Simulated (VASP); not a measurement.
# TiO2 (P4_2/mnm) in VASP: a series of runs

The runs below take TiO2 through relaxation of cell and atoms, with PBE.

Program: VASP 6.6.1. These are calculated values, not measurements. Logs are shortened: lines on timing, memory, paths and dates and some standing lists are left out, and cuts for length are marked.

**1. Starting point**

It takes space group P4_2/mnm (No. 136, tetragonal). Conventional cell: a = 4.600 Å, b = 4.600 Å, c = 2.959 Å, α = 90.00°, β = 90.00°, γ = 90.00°. Ti (site symmetry mmm) has 6 O at 1.95 to 1.98 Å as nearest neighbours. Around O (site symmetry m2m) lie 3 Ti at 1.95 to 1.98 Å.

The cell is a database's computed one.

**2. Relaxation of cell and atoms, PBE**

Contents of INCAR:

```
SYSTEM = TiO2
PREC = Accurate
ENCUT = 600
EDIFF = 1E-6
ISMEAR = 0
SIGMA = 0.02
LREAL = .False.
LASPH = .True.
NELM = 120
ALGO = Normal
ISIF = 3
LWAVE = .False.
LCHARG = .False.
GGA = PE
IBRION = 2
NSW = 80
EDIFFG = -0.005
KPAR = 4
```

Contents of KPOINTS:

```
regular mesh
0
Gamma
  7 7 10
  0 0 0
```

Contents of POSCAR:

```
TiO2
1.0
    4.5998373000      0.0000000000      0.0000000000
    0.0000000000      4.5998373000      0.0000000000
    0.0000000000      0.0000000000      2.9592136000
Ti O
2 4
Direct
    0.5000000000      0.5000000000      0.0000000000
    0.0000000000      0.0000000000      0.5000000000
    0.6956786800      0.6956786800      0.5000000000
    0.8043213200      0.1956786800      0.0000000000
    0.1956786800      0.8043213200      0.0000000000
    0.3043213200      0.3043213200      0.5000000000
```

Potentials or basis: VASP PAW PBE potentials, release 64 (Ti_sv, O).

Run with:

```console
> cat potpaw_PBE.64/Ti_sv/POTCAR potpaw_PBE.64/O/POTCAR > POTCAR
> mpirun -np 4 vasp_std > vasp.out
```

OUTCAR:

```text
SYSTEM = TiO2
   PREC = Accurate
   ENCUT = 600
   EDIFF = 1E-6
   ISMEAR = 0
   LREAL = .False.
   LASPH = .True.
   NELM = 120
   ISIF = 3
   GGA = PE
   IBRION = 2
   NSW = 80
   EDIFFG = -0.005

 ion  position               nearest neighbor table
   1  0.500  0.500  0.000-   3 1.95   6 1.95   3 1.95   6 1.95   5 1.98   4 1.98
   2  0.000  0.000  0.500-   4 1.95   5 1.95   4 1.95   5 1.95   3 1.98   6 1.98
   3  0.696  0.696  0.500-   1 1.95   1 1.95   2 1.98
   4  0.804  0.196  0.000-   2 1.95   2 1.95   1 1.98
   5  0.196  0.804  0.000-   2 1.95   2 1.95   1 1.98
   6  0.304  0.304  0.500-   1 1.95   1 1.95   2 1.98

  LATTYP: Found a simple tetragonal cell.
 ALAT       =     4.5998373000
 C/A-ratio  =     0.6433300587

  Lattice vectors:

 A1 = (   4.5998373000,   0.0000000000,   0.0000000000)
 A2 = (   0.0000000000,   4.5998373000,   0.0000000000)
 A3 = (   0.0000000000,   0.0000000000,   2.9592136000)

Analysis of symmetry for initial positions (statically):
=====================================================================
 Subroutine PRICEL returns:
 Original cell was already a primitive cell.

 Routine SETGRP: Setting up the symmetry group for a
 simple tetragonal supercell.

 Subroutine GETGRP returns: Found 16 space group operations
 (whereof  8 operations were pure point group operations)
 out of a pool of 16 trial point group operations.

The static configuration has the point symmetry D_2h.
 The point group associated with its full space group is D_4h.

Analysis of symmetry for dynamics (positions and initial velocities):
=====================================================================
 Subroutine PRICEL returns:
 Original cell was already a primitive cell.

 Routine SETGRP: Setting up the symmetry group for a
 simple tetragonal supercell.

 Subroutine GETGRP returns: Found 16 space group operations
 (whereof  8 operations were pure point group operations)
 out of a pool of 16 trial point group operations.

The dynamic configuration has the point symmetry D_2h.
 The point group associated with its full space group is D_4h.

 Subroutine INISYM returns: Found 16 space group operations
 (whereof  8 operations are pure point group operations),
 and found     1 'primitive' translations

----------------------------------------------------------------------------------------

                                     Primitive cell

  volume of cell :      62.6125

  direct lattice vectors                    reciprocal lattice vectors
     4.599837300  0.000000000  0.000000000     0.217398994  0.000000000  0.000000000
     0.000000000  4.599837300  0.000000000     0.000000000  0.217398994  0.000000000
     0.000000000  0.000000000  2.959213600     0.000000000  0.000000000  0.337927617

  length of vectors
     4.599837300  4.599837300  2.959213600     0.217398994  0.217398994  0.337927617

  position of ions in fractional coordinates (direct lattice)
     0.500000000  0.500000000  0.000000000
     0.000000000  0.000000000  0.500000000
     0.695678680  0.695678680  0.500000000
     0.804321320  0.195678680  0.000000000
     0.195678680  0.804321320  0.000000000
     0.304321320  0.304321320  0.500000000

  ion indices of the primitive-cell ions
   primitive index   ion index
                 1           1
                 2           2
                 3           3
                 4           4
                 5           5
                 6           6

----------------------------------------------------------------------------------------

 KPOINTS: regular mesh

Automatic generation of k-mesh.
 Grid dimensions read from file:
 generate k-points for:    7    7   10

 Generating k-lattice:

  Cartesian coordinates                     Fractional coordinates (reciprocal lattice)
     0.031056999  0.000000000  0.000000000     0.142857143  0.000000000  0.000000000
     0.000000000  0.031056999  0.000000000     0.000000000  0.142857143  0.000000000
     0.000000000  0.000000000  0.033792762     0.000000000  0.000000000  0.100000000

  Length of vectors
     0.031056999  0.031056999  0.033792762

  Shift w.r.t. Gamma in fractional coordinates (k-lattice)
     0.000000000  0.000000000  0.000000000

 Subroutine IBZKPT returns following result:
 ===========================================

 Found     60 irreducible k-points:

 Following reciprocal coordinates:
            Coordinates               Weight
  0.000000  0.000000  0.000000      1.000000
  0.142857  0.000000  0.000000      4.000000
  0.285714  0.000000  0.000000      4.000000
  0.428571  0.000000  0.000000      4.000000
  0.142857  0.142857  0.000000      4.000000
  0.285714  0.142857  0.000000      8.000000
[... 16 lines left out ...]
  0.285714  0.000000  0.200000      8.000000
  0.428571  0.000000  0.200000      8.000000
 [... further k-points ...]
   k-points           NKPTS =     60   k-points in BZ     NKDIM =     60   number of bands    NBANDS=     28
   number of dos      NEDOS =    301   number of ions     NIONS =      6
   total plane-waves  NPLWV =  38400
   dimension x,y,z NGX =    40 NGY =   40 NGZ =   24
   dimension x,y,z NGXF=    80 NGYF=   80 NGZF=   48
   ions per type =               2   4
   NGX,Y,Z   is equivalent  to a cutoff of  14.46, 14.46, 13.48 a.u.
   NGXF,Y,Z  is equivalent  to a cutoff of  28.91, 28.91, 26.97 a.u.
 SYSTEM =  TiO2
   PREC   = accura    normal or accurate (medium, high low for compatibility)
   ISTART =      0    job   : 0-new  1-cont  2-samecut
   ICHARG =      2    charge: 1-file 2-atom 10-const
   ISPIN  =      1    spin polarized calculation?
   LNONCOLLINEAR =      F non collinear calculations
   LSORBIT =      F    spin-orbit coupling
   LASPH  =      T    aspherical Exc in radial PAW
   ENCUT  =  600.0 eV  44.10 Ry    6.64 a.u.   9.19  9.19  5.91*2*pi/ulx,y,z
   NELM   =    120;   NELMIN=  2; NELMDL= -5     # of ELM steps
   EDIFF  = 0.1E-05   stopping-criterion for ELM
   LREAL  =      F    real-space projection
   EDIFFG = -.5E-02   stopping-criterion for IOM
   NSW    =     80    number of steps for IOM
   IBRION =      2    ionic relax: 0-MD 1-quasi-New 2-CG
   NFREE  =      1    steps in history (QN), initial steepest desc. (CG)
   ISIF   =      3    stress and relaxation
   ISYM   =      2    0-nonsym 1-usesym 2-fastsym
   POTIM  = 0.5000    time-step for ionic-motion
   TEBEG  =    0.0;   TEEND  =   0.0 temperature during run
   PSTRESS=    0.0 pullay stress
   NELECT =      48.0000    total number of electrons
   NUPDOWN=      -1.0000    fix difference up-down
   EMIN   =  10.00;   EMAX   =-10.00  energy-range for DOS
   EFERMI =   0.00;   METHOD = LEGACY
   ISMEAR =     0;   SIGMA  =   0.02  broadening in eV -4-tet -1-fermi 0-gaus
   EFERMI_NEDOS =   21; number of points for ismear=-14 and -15
   IALGO  =     38    algorithm
   IMIX   =      4    mixing-type and parameters
     AMIX     =   0.40;   BMIX     =  1.00
     AMIX_MAG =   1.60;   BMIX_MAG =  1.00
  volume/ion in A,a.u.               =      10.44        70.42
  Fermi-wavevector in a.u.,A,eV,Ry     =   1.498309  2.831394 30.544140  2.244931
  Thomas-Fermi vector in A             =   2.610085
   LORBIT       =      0    0 simple, 1 ext, 2 COOP (PROOUT), +10 PAW based schemes
   GGA     = PE    functional components
   LHFCALC =     F    Hartree Fock is set to
   AEXX    =    0.0000 exact exchange contribution
   IVDW    =     0    specifies the selected vdW correction
   LEPSILON=     F    determine dielectric tensor
   LRPA    =     F    only Hartree local field effects (RPA)
 conjugate gradient relaxation of ions
 non-spin polarized calculation
 Gauss-broadening in eV      SIGMA  =   0.02
  energy-cutoff  :      600.00
  volume of cell :       62.61
 maximum number of plane-waves:      2109
 NGX is ok and might be reduce to    40
   NGX = 19   NGY = 19   NGZ = 11

--------------------------------------- Ionic step        1  -------------------------------------------

 number of electron      47.9999988 magnetization

 Free energy of the ion-electron system (eV)
  ---------------------------------------------------
  ext. energy  EPLUGINS =         0.00000000
  ---------------------------------------------------
  free energy    TOTEN  =       -53.66103332 eV

  energy without entropy =      -53.66103332  energy(sigma->0) =      -53.66103332

------------------------ aborting loop because EDIFF is reached ----------------------------------------

  FORCE on cell =-STRESS in cart. coord.  units (eV):
  Direction    XX          YY          ZZ          XY          YZ          ZX
  --------------------------------------------------------------------------------------
  -------------------------------------------------------------------------------------
  Total        1.8991906      1.8991906      1.6911740      0.0000000      0.0000000      0.0000000
  in kB       48.5979417     48.5979417     43.2750554      0.0000000      0.0000000      0.0000000
  external PRESSURE =      46.8236463 kB  Pullay stress =       0.0000000 kB
[... 145 lines left out ...]
  energy  without entropy=      -53.6811382778  energy(sigma->0) =      -53.68113828

--------------------------------------- Ionic step        5  -------------------------------------------

 number of electron      47.9999980 magnetization

 Free energy of the ion-electron system (eV)
  ---------------------------------------------------
  ext. energy  EPLUGINS =         0.00000000
  ---------------------------------------------------
  free energy    TOTEN  =       -53.68132183 eV

  energy without entropy =      -53.68132183  energy(sigma->0) =      -53.68132183

 E-fermi :   4.7742     XC(G=0): -11.2764

 val. band max:        4.5633469218   @ k =   0.0000   0.0000   0.0000
 cond. band min:       6.3892563393   @ k =   0.0000   0.0000   0.0000
 fundamental gap:      1.8259094175
 Fermi energy:         4.7742377265

 k-point     1 :       0.0000    0.0000    0.0000
  band No.  band energies     occupation
      1     -52.4074      2.00000
      2     -52.3927      2.00000
      3     -28.6927      2.00000
      4     -28.6927      2.00000
      5     -28.5440      2.00000
      6     -28.5440      2.00000
[... 733 lines left out ...]
     27       7.5615      0.00000
     28       7.6124      0.00000

 [... further k-points ...]

------------------------ aborting loop because EDIFF is reached ----------------------------------------

  FORCE on cell =-STRESS in cart. coord.  units (eV):
  Direction    XX          YY          ZZ          XY          YZ          ZX
  --------------------------------------------------------------------------------------
  -------------------------------------------------------------------------------------
  Total        0.0107977      0.0107977      0.0202241      0.0000000      0.0000000      0.0000000
  in kB        0.2702752      0.2702752      0.5062251      0.0000000      0.0000000      0.0000000
  external PRESSURE =       0.3489252 kB  Pullay stress =       0.0000000 kB
[... 21 lines left out ...]
  FREE ENERGIE OF THE ION-ELECTRON SYSTEM (eV)
  ---------------------------------------------------
  free  energy   TOTEN  =       -53.6813218263 eV

  energy  without entropy=      -53.6813218263  energy(sigma->0) =      -53.68132183

 reached required accuracy - stopping structural energy minimisation
```

Run time: 56 s. Hardware: 4 MPI ranks of Intel Xeon 6975P-C (Granite Rapids), shared host; peak memory 0.26 GiB.

What came out:

```yaml
Free_energy: -53.6813 eV
Relaxed_volume: 10.67 Å³/atom
Relaxed_cell: a = 4.645 Å, b = 4.645 Å, c = 2.967 Å, α = 90.00°, β = 90.00°, γ = 90.00°
Space_group_after_relaxing_to_0.05_Å: P4_2/mnm (No. 136)
Energy_gained_by_relaxing: 3.4 meV/atom
Ionic_steps: 5
Pressure_after_relaxing: 0.0 GPa
Largest_force_after_relaxing: 0.005 eV/Å
Band_gap_on_the_k_mesh: 1.83 eV, direct
```

Forces in eV/Å, atoms in the order of the input:
```
Ti   0.000  0.000  0.000
Ti   0.000  0.000  0.000
O    0.004  0.004  0.000
O   -0.004  0.004  0.000
O    0.004 -0.004  0.000
O   -0.004 -0.004  0.000
```

The path:
```
step  energy change (eV)  largest force (eV/Å)  pressure (GPa)  volume (Å³)
   1              0.0000                0.0197            4.68        62.61
   2              0.0067                0.1942           -5.06        65.42
   3             -0.0182                0.0810           -0.02        63.88
   4             -0.0201                0.0223            0.02        63.97
   5             -0.0203                0.0050            0.03        64.01
```

Final structure:
```
Ti O
1.0
     4.64479    0.00000    0.00000
     0.00000    4.64479    0.00000
     0.00000    0.00000    2.96690
Ti O
2 4
Direct
  0.50000 0.50000 0.00000
  0.00000 0.00000 0.50000
  0.69498 0.69498 0.50000
  0.80502 0.19498 0.00000
  0.19498 0.80502 0.00000
  0.30502 0.30502 0.50000
```

Caveat: an odd mesh through Γ misses points on the zone boundary, where band edges often lie.

**3. Relaxation of cell and atoms, PBE**

This run uses another cell than the first one, of 10.67 Å³/atom, 1.022 times its volume.

INCAR is that of step 2.

KPOINTS is that of step 2.

Contents of POSCAR:

```
TiO2                                    
1.0
    4.6447927350      0.0000000000      0.0000000000
    0.0000000000      4.6447927350      0.0000000000
    0.0000000000      0.0000000000      2.9669017091
  Ti              O             
     2     4
Direct
     0.5000000000000000    0.5000000000000000    0.0000000000000000
     0.0000000000000000    0.0000000000000000    0.5000000000000000
     0.6949785649527677    0.6949785649527677    0.5000000000000000
     0.8050214350472323    0.1949785649527678    1.0000000000000000
     0.1949785649527678    0.8050214350472323    0.0000000000000000
     0.3050214350472322    0.3050214350472322    0.5000000000000000
```

Potentials or basis: VASP PAW PBE potentials, release 64 (Ti_sv, O).

Run with:

```console
> cat potpaw_PBE.64/Ti_sv/POTCAR potpaw_PBE.64/O/POTCAR > POTCAR
> mpirun -np 4 vasp_std > vasp.out
```

Wall time 20 s (4 MPI ranks of Intel Xeon 6975P-C (Granite Rapids), shared host); peak memory 0.25 GiB.

Results (log left out):

| Property | Result |
| --- | --- |
| Free energy | -53.6851 eV |
| Pressure after relaxing | 0.0 GPa |
| Largest force after relaxing | 0.005 eV/Å |
| Band gap on the k mesh | 1.83 eV, direct |

Forces in eV/Å, atoms in the order of the input:
```
Ti   0.000  0.000  0.000
Ti   0.000  0.000  0.000
O    0.003  0.003  0.000
O   -0.003  0.003  0.000
O    0.003 -0.003  0.000
O   -0.003 -0.003  0.000
```

Final structure:
```
Ti O
1.0
     4.64479    0.00000    0.00000
     0.00000    4.64479    0.00000
     0.00000    0.00000    2.96690
Ti O
2 4
Direct
  0.50000 0.50000 0.00000
  0.00000 0.00000 0.50000
  0.69498 0.69498 0.50000
  0.80502 0.19498 0.00000
  0.19498 0.80502 0.00000
  0.30502 0.30502 0.50000
```

Levels at points of the mesh, in eV from the valence-band top:
```tsv
k point	band 20	band 21	band 22	band 23	band 24	band 25	band 26	band 27	band 28
(0.00, 0.00, 0.00)	-1.89	-0.67	-0.43	-0.43	0.00	1.83	2.11	2.38	2.45
(0.00, 0.00, 0.50)	-2.74	-2.23	-2.23	-1.40	-1.40	2.87	2.87	3.13	3.13
```

Caveat: the relaxation stopped at its first step, so nothing moved; an odd mesh through Γ misses points on the zone boundary, where band edges often lie.
